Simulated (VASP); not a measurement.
# HgSe (e600) (F-43m) in VASP: further runs

One crystal, HgSe (e600), is run at these levels: PBE; tasks: single point, relaxation of cell and atoms.

All numbers are computed with VASP 6.6.1; they aren't measurements. Logs are shortened: lines on timing, memory, paths and dates and some standing lists are left out, and cuts for length are marked.

## 1. Starting point

Symmetry: F-43m, No. 216, cubic system. The conventional cell has a = 6.260 Å, b = 6.260 Å, c = 6.260 Å, α = 90.00°, β = 90.00°, γ = 90.00°. Hg (site symmetry -43m) has 4 Se at 2.71 Å as nearest neighbours. Around Se (site symmetry -43m) lie 4 Hg at 2.71 Å.

## 2. Single point, PBE

The input, INCAR:

```
SYSTEM = HgSe
ALGO = Normal ; EDIFF = 1E-6
ENCUT = 520 ; GGA = PE
ISIF = 2 ; ISMEAR = 0
LASPH = .TRUE. ; LCHARG = .FALSE.
LREAL = .FALSE. ; LWAVE = .FALSE.
NBANDS = 16 ; NELM = 100
PREC = Accurate ; SIGMA = 0.1
```

The input, KPOINTS:

```
k-points
0
G
  12 12 12
  0 0 0
```

The input, POSCAR:

```
HgSe
1.0
    0.0000000000      3.1300532127      3.1300532127
    3.1300532127      0.0000000000      3.1300532127
    3.1300532127      3.1300532127      0.0000000000
Hg Se
1 1
Direct
    0.0000000000      0.0000000000      0.0000000000
    0.2500000000      0.2500000000      0.2500000000
```

Potentials or basis: VASP PAW PBE potentials, release 64 (Hg, Se).

Started as:

```bash
$ cat potpaw_PBE.64/Hg/POTCAR potpaw_PBE.64/Se/POTCAR > POTCAR
$ mpirun -np 1 vasp_std > vasp.out
```

OUTCAR:

```text
SYSTEM = HgSe
   EDIFF = 1E-6
   ENCUT = 520
   GGA = PE
   ISIF = 2
   ISMEAR = 0
   LASPH = .TRUE.
   LREAL = .FALSE.
   NELM = 100
   PREC = Accurate

 ion  position               nearest neighbor table
   1  0.000  0.000  0.000-   2 2.71   2 2.71   2 2.71   2 2.71
   2  0.250  0.250  0.250-   1 2.71   1 2.71   1 2.71   1 2.71

  LATTYP: Found a face centered cubic cell.
 ALAT       =     6.2601064254

  Lattice vectors:

 A1 = (   0.0000000000,   3.1300532127,   3.1300532127)
 A2 = (   3.1300532127,   0.0000000000,   3.1300532127)
 A3 = (   3.1300532127,   3.1300532127,   0.0000000000)

Analysis of symmetry for initial positions (statically):
=====================================================================
 Subroutine PRICEL returns:
 Original cell was already a primitive cell.

 Routine SETGRP: Setting up the symmetry group for a
 face centered cubic supercell.

 Subroutine GETGRP returns: Found 24 space group operations
 (whereof 24 operations were pure point group operations)
 out of a pool of 48 trial point group operations.

The static configuration has the point symmetry T_d .

Analysis of symmetry for dynamics (positions and initial velocities):
=====================================================================
 Subroutine PRICEL returns:
 Original cell was already a primitive cell.

 Routine SETGRP: Setting up the symmetry group for a
 face centered cubic supercell.

 Subroutine GETGRP returns: Found 24 space group operations
 (whereof 24 operations were pure point group operations)
 out of a pool of 48 trial point group operations.

The dynamic configuration has the point symmetry T_d .

 Subroutine INISYM returns: Found 24 space group operations
 (whereof 24 operations are pure point group operations),
 and found     1 'primitive' translations

----------------------------------------------------------------------------------------

                                     Primitive cell

  volume of cell :      61.3317

  direct lattice vectors                    reciprocal lattice vectors
     0.000000000  3.130053213  3.130053213    -0.159741693  0.159741693  0.159741693
     3.130053213  0.000000000  3.130053213     0.159741693 -0.159741693  0.159741693
     3.130053213  3.130053213  0.000000000     0.159741693  0.159741693 -0.159741693

  length of vectors
     4.426563704  4.426563704  4.426563704     0.276680729  0.276680729  0.276680729

  position of ions in fractional coordinates (direct lattice)
     0.000000000  0.000000000  0.000000000
     0.250000000  0.250000000  0.250000000

  ion indices of the primitive-cell ions
   primitive index   ion index
                 1           1
                 2           2

----------------------------------------------------------------------------------------

 KPOINTS: k-points

Automatic generation of k-mesh.
 Grid dimensions read from file:
 generate k-points for:   12   12   12

 Generating k-lattice:

  Cartesian coordinates                     Fractional coordinates (reciprocal lattice)
    -0.013311808  0.013311808  0.013311808     0.083333333  0.000000000  0.000000000
     0.013311808 -0.013311808  0.013311808     0.000000000  0.083333333  0.000000000
     0.013311808  0.013311808 -0.013311808     0.000000000  0.000000000  0.083333333

  Length of vectors
     0.023056727  0.023056727  0.023056727

  Shift w.r.t. Gamma in fractional coordinates (k-lattice)
     0.000000000  0.000000000  0.000000000

 Subroutine IBZKPT returns following result:
 ===========================================

 Found     72 irreducible k-points:

 Following reciprocal coordinates:
            Coordinates               Weight
  0.000000  0.000000  0.000000      1.000000
  0.083333  0.000000  0.000000      8.000000
  0.166667  0.000000  0.000000      8.000000
  0.250000  0.000000  0.000000      8.000000
  0.333333  0.000000  0.000000      8.000000
  0.416667  0.000000  0.000000      8.000000
[... 16 lines left out ...]
  0.500000  0.166667  0.000000     24.000000
 -0.416667  0.166667  0.000000     24.000000
 [... further k-points ...]
   k-points           NKPTS =     72   k-points in BZ     NKDIM =     72   number of bands    NBANDS=     16
   number of dos      NEDOS =    301   number of ions     NIONS =      2
   total plane-waves  NPLWV =  46656
   dimension x,y,z NGX =    36 NGY =   36 NGZ =   36
   dimension x,y,z NGXF=    72 NGYF=   72 NGZF=   72
   ions per type =               1   1
   NGX,Y,Z   is equivalent  to a cutoff of  13.52, 13.52, 13.52 a.u.
   NGXF,Y,Z  is equivalent  to a cutoff of  27.04, 27.04, 27.04 a.u.
 SYSTEM =  HgSe
   PREC   = accura    normal or accurate (medium, high low for compatibility)
   ISTART =      0    job   : 0-new  1-cont  2-samecut
   ICHARG =      2    charge: 1-file 2-atom 10-const
   ISPIN  =      1    spin polarized calculation?
   LNONCOLLINEAR =      F non collinear calculations
   LSORBIT =      F    spin-orbit coupling
   LASPH  =      T    aspherical Exc in radial PAW
   ENCUT  =  520.0 eV  38.22 Ry    6.18 a.u.   8.23  8.23  8.23*2*pi/ulx,y,z
   NELM   =    100;   NELMIN=  2; NELMDL= -5     # of ELM steps
   EDIFF  = 0.1E-05   stopping-criterion for ELM
   LREAL  =      F    real-space projection
   EDIFFG = 0.1E-04   stopping-criterion for IOM
   NSW    =      0    number of steps for IOM
   IBRION =     -1    ionic relax: 0-MD 1-quasi-New 2-CG
   NFREE  =      0    steps in history (QN), initial steepest desc. (CG)
   ISIF   =      2    stress and relaxation
   ISYM   =      2    0-nonsym 1-usesym 2-fastsym
   POTIM  = 0.5000    time-step for ionic-motion
   TEBEG  =    0.0;   TEEND  =   0.0 temperature during run
   PSTRESS=    0.0 pullay stress
   NELECT =      18.0000    total number of electrons
   NUPDOWN=      -1.0000    fix difference up-down
   EMIN   =  10.00;   EMAX   =-10.00  energy-range for DOS
   EFERMI =   0.00;   METHOD = LEGACY
   ISMEAR =     0;   SIGMA  =   0.10  broadening in eV -4-tet -1-fermi 0-gaus
   EFERMI_NEDOS =   21; number of points for ismear=-14 and -15
   IALGO  =     38    algorithm
   IMIX   =      4    mixing-type and parameters
     AMIX     =   0.40;   BMIX     =  1.00
     AMIX_MAG =   1.60;   BMIX_MAG =  1.00
  volume/ion in A,a.u.               =      30.67       206.94
  Fermi-wavevector in a.u.,A,eV,Ry     =   1.087937  2.055904 16.103965  1.183608
  Thomas-Fermi vector in A             =   2.224108
   LORBIT       =      0    0 simple, 1 ext, 2 COOP (PROOUT), +10 PAW based schemes
   GGA     = PE    functional components
   LHFCALC =     F    Hartree Fock is set to
   AEXX    =    0.0000 exact exchange contribution
   IVDW    =     0    specifies the selected vdW correction
   LEPSILON=     F    determine dielectric tensor
   LRPA    =     F    only Hartree local field effects (RPA)
 non-spin polarized calculation
 Gauss-broadening in eV      SIGMA  =   0.10
  energy-cutoff  :      520.00
  volume of cell :       61.33
 maximum number of plane-waves:      1676
 NGX is ok and might be reduce to    36
   NGX = 17   NGY = 17   NGZ = 17

 number of electron      18.0000002 magnetization

 Free energy of the ion-electron system (eV)
  ---------------------------------------------------
  ext. energy  EPLUGINS =         0.00000000
  ---------------------------------------------------
  free energy    TOTEN  =        -4.08918835 eV

  energy without entropy =       -4.08902045  energy(sigma->0) =       -4.08910440

 E-fermi :   1.0275     XC(G=0):  -8.6470

 val. band max:        0.9525345367   @ k =   0.0000   0.0000   0.0000
 cond. band min:       1.2746086065   @ k =   0.0833   0.0000   0.0000
 fundamental gap:      0.3220740698
 Fermi energy:         1.0274585133

 k-point     1 :       0.0000    0.0000    0.0000
  band No.  band energies     occupation
      1     -11.9361      2.00000
      2      -5.7337      2.00000
      3      -5.7337      2.00000
      4      -5.7337      2.00000
      5      -5.1298      2.00000
      6      -5.1298      2.00000
[... 8 lines left out ...]
     15      12.1050      0.00000
     16      12.1050      0.00000

 k-point     2 :       0.0833    0.0000    0.0000
  band No.  band energies     occupation
      1     -11.9114      2.00000
      2      -5.7221      2.00000
      3      -5.7221      2.00000
      4      -5.7207      2.00000
      5      -5.1307      2.00000
      6      -5.1307      2.00000
[... 8 lines left out ...]
     15      11.6051      0.00000
     16      11.6051      0.00000

 k-point     3 :       0.1667    0.0000    0.0000
  band No.  band energies     occupation
      1     -11.8432      2.00000
      2      -5.6912      2.00000
      3      -5.6912      2.00000
      4      -5.6719      2.00000
      5      -5.1314      2.00000
      6      -5.1314      2.00000
[... 8 lines left out ...]
     15      11.1441      0.00000
     16      11.1441      0.00000

 k-point     4 :       0.2500    0.0000    0.0000
  band No.  band energies     occupation
      1     -11.7478      2.00000
      2      -5.6523      2.00000
      3      -5.6523      2.00000
      4      -5.5629      2.00000
      5      -5.1268      2.00000
      6      -5.1268      2.00000
[... 8 lines left out ...]
     15      11.0524      0.00000
     16      11.0524      0.00000
[... 324 lines left out ...]
 k-point    22 :       0.4167    0.1667    0.0000
  band No.  band energies     occupation
      1     -11.5702      2.00000
      2      -5.5935      2.00000
      3      -5.5339      2.00000
      4      -5.3162      2.00000
      5      -5.0813      2.00000
      6      -5.0741      2.00000
[... 8 lines left out ...]
     15      12.1229      0.00000
     16      12.6310      0.00000

 k-point    23 :       0.5000    0.1667    0.0000
  band No.  band energies     occupation
      1     -11.5186      2.00000
      2      -5.5733      2.00000
      3      -5.5253      2.00000
      4      -5.1888      2.00000
      5      -5.0861      2.00000
      6      -4.9000      2.00000
[... 8 lines left out ...]
     15      12.1849      0.00000
     16      12.7231      0.00000

 k-point    24 :      -0.4167    0.1667    0.0000
  band No.  band energies     occupation
      1     -11.5119      2.00000
      2      -5.5655      2.00000
      3      -5.5339      2.00000
      4      -5.1415      2.00000
      5      -5.1051      2.00000
      6      -4.8540      2.00000
[... 8 lines left out ...]
     15      11.8928      0.00000
     16      12.1343      0.00000

 [... further k-points ...]

------------------------ aborting loop because EDIFF is reached ----------------------------------------

  FORCE on cell =-STRESS in cart. coord.  units (eV):
  Direction    XX          YY          ZZ          XY          YZ          ZX
  --------------------------------------------------------------------------------------
  -------------------------------------------------------------------------------------
  Total        0.0688821      0.0688821      0.0688821     -0.0000000     -0.0000000     -0.0000000
  in kB        1.7994179      1.7994179      1.7994179     -0.0000000     -0.0000000     -0.0000000
  external PRESSURE =       1.7994179 kB  Pullay stress =       0.0000000 kB

 VOLUME and BASIS-vectors are now :
 -----------------------------------------------------------------------------
  energy-cutoff  :      520.00
  volume of cell :       61.33
      direct lattice vectors                 reciprocal lattice vectors
     0.000000000  3.130053213  3.130053213    -0.159741693  0.159741693  0.159741693
     3.130053213  0.000000000  3.130053213     0.159741693 -0.159741693  0.159741693
     3.130053213  3.130053213  0.000000000     0.159741693  0.159741693 -0.159741693

 POSITION                                       TOTAL-FORCE (eV/Angst)
 -----------------------------------------------------------------------------------
      0.00000      0.00000      0.00000        -0.000000     -0.000000     -0.000000
      1.56503      1.56503      1.56503         0.000000      0.000000      0.000000
 -----------------------------------------------------------------------------------
    total drift:                               -0.000000     -0.000000     -0.000000

  FREE ENERGIE OF THE ION-ELECTRON SYSTEM (eV)
  ---------------------------------------------------
  free  energy   TOTEN  =        -4.0891883527 eV

  energy  without entropy=       -4.0890204495  energy(sigma->0) =       -4.08910440
```

Run time: 26 s. Hardware: 1 thread of Intel Xeon 6975P-C (Granite Rapids), shared host; peak memory 0.25 GiB.

What came out:

* Free energy: -4.0892 eV
* Pressure: 0.2 GPa
* Band gap on the k mesh: none (metal or under the smearing width)

## 3. Relaxation of cell and atoms, PBE

The input, INCAR:

```
PREC     = Accurate       # precision mode
ENCUT    = 600            # plane-wave cutoff, eV
EDIFF    = 1E-6           # SCF threshold, eV
ISMEAR   = 0              # smearing method
SIGMA    = 0.1            # smearing width, eV
LREAL    = False          # projectors in reciprocal space
LASPH    = True           # aspherical terms in the spheres
NELM     = 100            # most SCF steps
ALGO     = Normal         # electronic algorithm
ISIF     = 3              # what is computed and relaxed
LWAVE    = False          # write WAVECAR
LCHARG   = False          # write CHGCAR
GGA      = PE             # functional
IBRION   = 2              # ionic algorithm
NSW      = 100            # ionic steps
EDIFFG   = -0.002         # ionic threshold
```

The input, KPOINTS:

```
Automatic mesh
0
Gamma
  12 12 12
```

POSCAR is that of step 2.

Potentials or basis: VASP PAW PBE potentials, release 64 (Hg, Se).

Started as:

```bash
$ cat potpaw_PBE.64/Hg/POTCAR potpaw_PBE.64/Se/POTCAR > POTCAR
$ mpirun -np 1 vasp_std > vasp.out
```

Wall time 52 s (1 thread of Intel Xeon 6975P-C (Granite Rapids), shared host); peak memory 0.26 GiB.

The run converged. Its results:

```
Free energy                            : -4.0895 eV
Relaxed volume                         : 30.80 Å³/atom
Relaxed cell                           : a = 4.433 Å, b = 4.433 Å, c = 4.433 Å, α = 60.00°, β = 60.00°, γ = 60.00°
Space group after relaxing (to 0.05 Å) : F-43m (No. 216)
Energy gained by relaxing              : 0.1 meV/atom
Ionic steps                            : 4
Pressure after relaxing                : 0.0 GPa
Band gap on the k mesh                 : none (metal or under the smearing width)
```

Step by step:
| step | energy change (eV) | largest force (eV/Å) | pressure (GPa) | volume (Å³) |
| --- | --- | --- | --- | --- |
| 1 | 0.0000 | 0.0000 | 0.22 | 61.33 |
| 2 | -0.0002 | 0.0000 | -0.04 | 61.71 |
| 3 | -0.0002 | 0.0000 | -0.03 | 61.64 |
| 4 | -0.0002 | 0.0000 | 0.01 | 61.60 |

Final structure:
```cif
data_structure
_symmetry_space_group_name_H-M 'P 1'
_symmetry_Int_Tables_number 1
_cell_length_a 4.4329
_cell_length_b 4.4329
_cell_length_c 4.4329
_cell_angle_alpha 60.000
_cell_angle_beta 60.000
_cell_angle_gamma 60.000
_cell_volume 61.60
loop_
_atom_site_label
_atom_site_type_symbol
_atom_site_fract_x
_atom_site_fract_y
_atom_site_fract_z
_atom_site_occupancy
Hg1 Hg 0.00000 0.00000 0.00000 1
Se1 Se 0.25000 0.25000 0.25000 1
```

Levels at points of the mesh, in eV from the Fermi level:
```
           k point  band 7  band 8  band 9  band 10  band 11  band 12
(0.00, 0.00, 0.00)   -1.12   -0.08   -0.08    -0.08     5.52     5.52
(0.50, 0.00, 0.00)   -4.98   -0.89   -0.89     1.02     6.21     6.21
(0.50, 0.50, 0.00)   -4.73   -2.01   -2.01     2.60     3.13     8.20
```

The run has no spin-orbit coupling, so splittings on Hg are missing. Zero-point motion and thermal expansion aren't in these numbers.

## 4. Single point, PBE

The input, INCAR:

```
PREC     = Accurate       # precision mode
ENCUT    = 520            # plane-wave cutoff, eV
EDIFF    = 1E-7           # SCF threshold, eV
ISMEAR   = 0              # smearing method
SIGMA    = 0.1            # smearing width, eV
LREAL    = F              # projectors in reciprocal space
LASPH    = T              # aspherical terms in the spheres
NELM     = 100            # most SCF steps
ALGO     = Fast           # electronic algorithm
ISIF     = 2              # what is computed and relaxed
LWAVE    = F              # write WAVECAR
LCHARG   = F              # write CHGCAR
GGA      = PE             # functional
NBANDS   = 16             # bands
```

KPOINTS is that of step 3.

POSCAR is that of step 3.

Started as:

```bash
$ cat potpaw_PBE.64/Hg/POTCAR potpaw_PBE.64/Se/POTCAR > POTCAR
$ mpirun -np 1 vasp_std > vasp.out
```

Wall time 28 s (1 thread of Intel Xeon 6975P-C (Granite Rapids), shared host); peak memory 0.25 GiB.

It converged, with:

```
Free energy            : -4.0892 eV
Pressure               : 0.2 GPa
Band gap on the k mesh : none (metal or under the smearing width)
```

Levels at points of the mesh, in eV from the Fermi level:
| k point | band 5 | band 6 | band 7 | band 8 | band 9 | band 10 | band 11 | band 12 | band 13 | band 14 |
| --- | --- | --- | --- | --- | --- | --- | --- | --- | --- | --- |
| (0.00, 0.00, 0.00) | -6.16 | -6.16 | -1.12 | -0.07 | -0.07 | -0.07 | 5.51 | 5.51 | 5.51 | 8.26 |
| (0.50, 0.00, 0.00) | -6.12 | -5.90 | -5.01 | -0.89 | -0.89 | 1.02 | 6.21 | 6.21 | 6.73 | 9.13 |
| (0.50, 0.50, 0.00) | -6.07 | -5.86 | -4.75 | -2.03 | -2.03 | 2.61 | 3.12 | 8.21 | 9.36 | 9.36 |

(Part 1 of 2 ends here.)
